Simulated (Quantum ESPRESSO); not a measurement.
# Ir (Fm-3m) in Quantum ESPRESSO: further runs

Runs on Ir. Level: LDA. Tasks: energy-loss spectrum.

All numbers are computed with Quantum ESPRESSO 7.5; they aren't measurements. Logs are shortened: lines on timing, memory, paths and dates and some standing lists are left out, and cuts for length are marked.

## Step 1: The structure

The structure is cubic, space group Fm-3m (No. 225). The conventional cell has a = 3.831 Å, b = 3.831 Å, c = 3.831 Å, α = 90.00°, β = 90.00°, γ = 90.00°. Ir (site symmetry m-3m) is surrounded by 12 Ir at 2.71 Å.

## Step 2: Energy-loss spectrum, LDA (volume scaled by 1.04)

File pw.in:

```
&CONTROL
  calculation = 'scf'
  prefix = 'pwscf'
  outdir = './tmp'
  pseudo_dir = './pseudo'
  tprnfor = .true.
  tstress = .true.
  disk_io = 'low'
/
&SYSTEM
  ibrav = 0
  nat = 1
  ntyp = 1
  ecutwfc = 56
  nbnd = 15
  occupations = 'smearing'
  smearing = 'gaussian'
  degauss = 0.01469973
/
&ELECTRONS
  conv_thr = 2d-10
  electron_maxstep = 120
  mixing_beta = 0.5
/
ATOMIC_SPECIES
Ir   192.2170 Ir.upf
CELL_PARAMETERS angstrom
   0.0000000000    1.9408081540    1.9408081540
   1.9408081540    0.0000000000    1.9408081540
   1.9408081540    1.9408081540    0.0000000000
ATOMIC_POSITIONS crystal
Ir     0.0000000000    0.0000000000    0.0000000000
K_POINTS automatic
10 10 10 1 1 1
```

File scf2.in:

```
&CONTROL
  calculation = 'scf'
  prefix = 'pwscf'
  outdir = './tmp'
  pseudo_dir = './pseudo'
  tprnfor = .true.
  tstress = .true.
  disk_io = 'low'
/
&SYSTEM
  ibrav = 0
  nat = 1
  ntyp = 1
  ecutwfc = 56
  nbnd = 15
  occupations = 'smearing'
  smearing = 'gaussian'
  degauss = 0.01469973
/
&ELECTRONS
  conv_thr = 1d-11
  electron_maxstep = 120
  mixing_beta = 0.5
  startingpot = 'file'
  startingwfc = 'file'
/
ATOMIC_SPECIES
Ir   192.2170 Ir.upf
CELL_PARAMETERS angstrom
   0.0000000000    1.9408081540    1.9408081540
   1.9408081540    0.0000000000    1.9408081540
   1.9408081540    1.9408081540    0.0000000000
ATOMIC_POSITIONS crystal
Ir     0.0000000000    0.0000000000    0.0000000000
K_POINTS automatic
10 10 10 1 1 1
```

File eels.in:

```
&LR_INPUT
  prefix = 'pwscf'
  outdir = './tmp'
  restart_step = 5000
  restart = .false.
/
&LR_CONTROL
  calculator = 'lanczos'
  approximation = 'TDDFT'
  q1 = 0.1261034925
  q2 = 0.1261034925
  q3 = 0.1261034925
  itermax = 400
/
```

File spectrum.in:

```
&LR_INPUT
  prefix = 'pwscf'
  outdir = './tmp'
  eels = .true.
  itermax0 = 400
  itermax = 20000
  extrapolation = 'osc'
  epsil = 0.05
  units = 1
  start = 0
  end = 40
  increment = 0.2
/
```

File spectrum_short.in:

```
&LR_INPUT
  prefix = 'pwscf'
  outdir = './tmp'
  eels = .true.
  itermax0 = 266
  itermax = 20000
  extrapolation = 'osc'
  epsil = 0.05
  units = 1
  start = 0
  end = 40
  increment = 0.2
/
```

Potentials or basis: PseudoDojo 0.4.1 SR LDA stringent.

Run with:

```bash
OMP_NUM_THREADS=1 pw.x -in pw.in > pw.out
OMP_NUM_THREADS=1 pw.x -in scf2.in > scf2.out
OMP_NUM_THREADS=1 turbo_eels.x -in eels.in > eels.out
OMP_NUM_THREADS=1 turbo_spectrum.x -in spectrum.in > spectrum.out
OMP_NUM_THREADS=1 turbo_spectrum.x -in spectrum_short.in > spectrum_short.out
```

pw.out:

```text
This program is part of the open-source Quantum ESPRESSO suite
     for quantum simulation of materials; please cite
[... 9 lines left out ...]
     --------------------
     sticks:   dense  smooth     PW     G-vecs:    dense   smooth      PW
     Sum         421     421    151                 5601     5601    1139

     Using Slab Decomposition

     bravais-lattice index     =            0
     lattice parameter (alat)  =       5.1868  a.u.
     unit-cell volume          =      98.6676 (a.u.)^3
     number of atoms/cell      =            1
     number of atomic types    =            1
     number of electrons       =        17.00
     number of Kohn-Sham states=           15
     kinetic-energy cutoff     =      56.0000  Ry
     charge density cutoff     =     224.0000  Ry
     scf convergence threshold =      2.0E-10
     mixing beta               =       0.5000
     number of iterations used =            8  plain     mixing
     Exchange-correlation= SLA  PW   NOGX NOGC
                           (   1   4   0   0   0   0   0)

     celldm(1)=   5.186764  celldm(2)=   0.000000  celldm(3)=   0.000000
     celldm(4)=   0.000000  celldm(5)=   0.000000  celldm(6)=   0.000000

     crystal axes: (cart. coord. in units of alat)
               a(1) = (   0.000000   0.707107   0.707107 )
               a(2) = (   0.707107   0.000000   0.707107 )
               a(3) = (   0.707107   0.707107   0.000000 )

     reciprocal axes: (cart. coord. in units 2 pi/alat)
               b(1) = ( -0.707107  0.707107  0.707107 )
               b(2) = (  0.707107 -0.707107  0.707107 )
               b(3) = (  0.707107  0.707107 -0.707107 )

     PseudoPot. # 1 for Ir read from file:
     Ir.upf
     Pseudo is Norm-conserving + core correction, Zval = 17.0
     Generated using ONCVPSP code by D. R. Hamann
     Using radial grid of 1296 points,  8 beta functions with:
                l(1) =   0
                l(2) =   0
                l(3) =   1
                l(4) =   1
                l(5) =   2
                l(6) =   2
                l(7) =   3
                l(8) =   3

     atomic species   valence    mass     pseudopotential
     Ir               17.00   192.21700     Ir( 1.00)

     48 Sym. Ops., with inversion, found

   Cartesian axes

     site n.     atom                  positions (alat units)
         1        Ir     tau(   1) = (   0.0000000   0.0000000   0.0000000  )

     number of k points=   110  Gaussian smearing, width (Ry)=  0.0147

     Number of k-points >= 100: set verbosity='high' to print them.

     Dense  grid:     5601 G-vectors     FFT dimensions: (  25,  25,  25)

     Initial potential from superposition of free atoms

     starting charge      16.9999, renormalised to      17.0000
     Starting wfcs are   10 randomized atomic wfcs +    5 random wfcs

     Self-consistent Calculation

     iteration #  1     ecut=    56.00 Ry     beta= 0.50
     Davidson diagonalization with overlap
     ethr =  1.00E-02,  avg # of iterations =  4.3

     Threshold (ethr) on eigenvalues was too large:
     Diagonalizing with lowered threshold

     Davidson diagonalization with overlap
     ethr =  1.08E-04,  avg # of iterations =  2.9

     total energy              =    -229.91667208 Ry
     estimated scf accuracy    <       0.01858703 Ry

     iteration #  2     ecut=    56.00 Ry     beta= 0.50
     Davidson diagonalization with overlap
     ethr =  1.09E-04,  avg # of iterations =  2.0

     total energy              =    -229.92040290 Ry
     estimated scf accuracy    <       0.00057641 Ry

     iteration #  3     ecut=    56.00 Ry     beta= 0.50
     Davidson diagonalization with overlap
     ethr =  3.39E-06,  avg # of iterations =  2.8

     total energy              =    -229.92041472 Ry
     estimated scf accuracy    <       0.00012348 Ry

     iteration #  4     ecut=    56.00 Ry     beta= 0.50
     Davidson diagonalization with overlap
     ethr =  7.26E-07,  avg # of iterations =  1.1

     total energy              =    -229.92041865 Ry
     estimated scf accuracy    <       0.00000088 Ry

     iteration #  5     ecut=    56.00 Ry     beta= 0.50
     Davidson diagonalization with overlap
     ethr =  5.16E-09,  avg # of iterations =  2.1

     total energy              =    -229.92041889 Ry
     estimated scf accuracy    <       0.00000011 Ry

     iteration #  6     ecut=    56.00 Ry     beta= 0.50
     Davidson diagonalization with overlap
     ethr =  6.28E-10,  avg # of iterations =  1.3

     total energy              =    -229.92041890 Ry
     estimated scf accuracy    <          2.1E-09 Ry

     iteration #  7     ecut=    56.00 Ry     beta= 0.50
     Davidson diagonalization with overlap
     ethr =  1.21E-11,  avg # of iterations =  2.0

     total energy              =    -229.92041890 Ry
     estimated scf accuracy    <          2.7E-10 Ry

     iteration #  8     ecut=    56.00 Ry     beta= 0.50
     Davidson diagonalization with overlap
     ethr =  1.61E-12,  avg # of iterations =  1.4

     End of self-consistent calculation

     Number of k-points >= 100: set verbosity='high' to print the bands.

     the Fermi energy is    24.4310 ev

!    total energy              =    -229.92041890 Ry
     estimated scf accuracy    <          1.3E-11 Ry
     smearing contrib. (-TS)   =      -0.00105147 Ry
     internal energy E=F+TS    =    -229.91936742 Ry

     The total energy is F=E-TS. E is the sum of the following terms:
     one-electron contribution =     -36.87500982 Ry
     hartree contribution      =      30.15689779 Ry
     xc contribution           =     -42.56178661 Ry
     ewald contribution        =    -180.63946878 Ry

     convergence has been achieved in   8 iterations

     Forces acting on atoms (cartesian axes, Ry/au):

     atom    1 type  1   force =     0.00000000    0.00000000    0.00000000

     Total force =     0.000000     Total SCF correction =     0.000000

     Computing stress (Cartesian axis) and pressure

          total   stress  (Ry/bohr**3)                   (kbar)     P=     -213.41
  -0.00145071   0.00000000   0.00000000         -213.41        0.00        0.00
   0.00000000  -0.00145071   0.00000000            0.00     -213.41        0.00
   0.00000000   0.00000000  -0.00145071            0.00        0.00     -213.41

=------------------------------------------------------------------------------=
   JOB DONE.
=------------------------------------------------------------------------------=
```

It took 20 min on 1 thread of Arm Neoverse V2, shared host; peak memory 1.4 GiB.

What came out:

```
Free energy                      : -3128.2267 eV
Pressure                         : -21.3 GPa
Band gap on the k mesh           : none (metal or under the smearing width)
Peak of the energy-loss function : 33.6 eV
```

Levels at points of the mesh, in eV from the Fermi level:
| k point | band 5 | band 6 | band 7 | band 8 | band 9 | band 10 | band 11 | band 12 |
| --- | --- | --- | --- | --- | --- | --- | --- | --- |
| (0.05, 0.05, 0.05) | -10.67 | -3.74 | -3.63 | -3.63 | -1.13 | -1.13 | 13.98 | 18.54 |

Energy-loss function at q = [0.28868, 0.28868, 0.28868] (Å⁻¹, cartesian):
```tsv
energy (eV)	loss
0.0	0.000
1.8	0.009
3.4	0.027
5.2	0.091
7.0	0.145
8.6	0.225
10.4	0.283
12.2	0.267
13.8	0.289
15.6	0.368
17.4	0.374
19.0	0.350
20.8	0.407
22.4	0.557
24.2	0.760
26.0	0.871
27.6	0.968
29.4	1.137
31.2	1.385
32.8	1.653
34.6	1.592
36.4	1.188
38.0	0.942
39.8	0.795
```

The run has no spin-orbit coupling, so splittings on Ir are missing.

(Part 1 of 2 ends here.)
